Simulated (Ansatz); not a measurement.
# C: the cost of one run

All numbers are computed with Ansatz 0.2.0, driven from Python. The levels of theory stand in the script.

## 1. Starting point

The structure is monoclinic, space group C2/m (No. 12). Conventional cell: a = 4.255 Å, b = 2.457 Å, c = 3.765 Å, α = 90.00°, β = 111.49°, γ = 90.00°. Around C (site symmetry m) lie 3 C at 1.42 Å.

No structure file is read: the coordinates are typed or built in the script.

## 2. The script

Input file xc.py:

```python
"""Functional comparison for C (totals differ with the potentials too)."""

import warnings

import ansatz
from ase import Atoms
from tabulate import tabulate


def main() -> None:
    warnings.simplefilter("ignore", ansatz.DeckWarning)

    atoms = Atoms(
        ["C", "C"],
        scaled_positions=[
            [0.83335553, 0.83335553, 9.304e-05],
            [0.16664447, 0.16664447, 0.99990696],
        ],
        cell=[
            [2.12732031, -1.22828244, 0.0],
            [2.12732031, 1.22828244, 0.0],
            [-1.37906963, 0.0, 3.50283008],
        ],
        pbc=True,
    )
    cell = ansatz.Crystal.from_ase(atoms)

    setup = (
        cell.calculation()
        .scf(tolerance=1e-10)
        .occupations("cold", width=0.05)
        .kpoints(mesh=(13, 13, 8))
        .stress()
    )

    rows = []
    for value in ["blyp", "pbesol", "lda"]:
        summary = setup.functional(value).run(threads=1).report
        rows.append((value, summary["free_energy_ev"] / len(summary["lattice"]["sites"]), summary["n_iterations"], sum(summary["stress_gpa"][i][i] for i in range(3)) / 3, summary["n_kpoints"]))

    print(tabulate(rows, headers=["functional", "F/atom (eV)", "iterations", "P (GPa)", "k-points"], floatfmt=".4f", tablefmt="grid"))


if __name__ == "__main__":
    main()
```

## 3. The input behind the calls

The engine receives this input (first run):

```yaml
crystal:
  lattice:
    - [2.12732031, -1.22828244, 0.0]
    - [2.12732031, 1.22828244, 0.0]
    - [-1.37906963, 0.0, 3.50283008]
  atoms:
    - { symbol: C, position: [0.83335553, 0.8333555300000001, 9.304e-05] }
    - { symbol: C, position: [0.16664446999999996, 0.16664447, 0.99990696] }
kpoints:
  mp_grid:
    grid: [13, 13, 8]
hamiltonian:
  xc: blyp
scf:
  convergence:
    dr2_threshold: 1.0e-10
  occupations:
    method: cold
    width: 0.05
output:
  stress: true
```

## 4. Running it

Started as:

```
> python xc.py
```

Q: Estimate wall time and peak memory on 1 thread of Arm Neoverse V2, shared host.

About 9 s, with a peak of 0.4 GiB.
